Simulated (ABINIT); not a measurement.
Crystal: I.

```
I
1.0
     0.00000    2.36560    3.90984
     2.19225    0.00000    3.90984
     2.19225    2.36560    0.00000
I
1
Cartesian
  0.0000 0.0000 0.0000
```

Base run:

* Program: ABINIT 10.8.3 (patched build)
* Functional: BP86
* Potentials or basis: JTH PAW PBE v2.0
* Cutoff: 408 eV
* k mesh: 9 × 9 × 9
* Occupations: fermi-dirac, width 0.05 eV
* Spin: no spin polarisation

Its results: band gap on the k mesh none (metal or under the smearing width); pressure 0.8 GPa.

Problem. After a change of settings the same cell gave: band gap on the k mesh none (metal or under the smearing width); pressure 1.5 GPa. Which change was it?
A. functional from BP86 to SCAN; cutoff from 408 eV to 490 eV; fine-grid cutoff from 816.342 eV to 979.61 eV
B. functional from BP86 to revPBE
C. functional from BP86 to PBEsol; k mesh from 9 × 9 × 9 to 12 × 12 × 12

Solution. B.

Caveats: the PAW data sets were made with another functional, which shifts forces and pressure a little; spin-orbit coupling is left out, which moves the levels of the heavy elements; an odd number of electrons without spin polarisation forces a metal; a magnetic or distorted state may lie lower.

Runs at the PBE level aren't shown here.
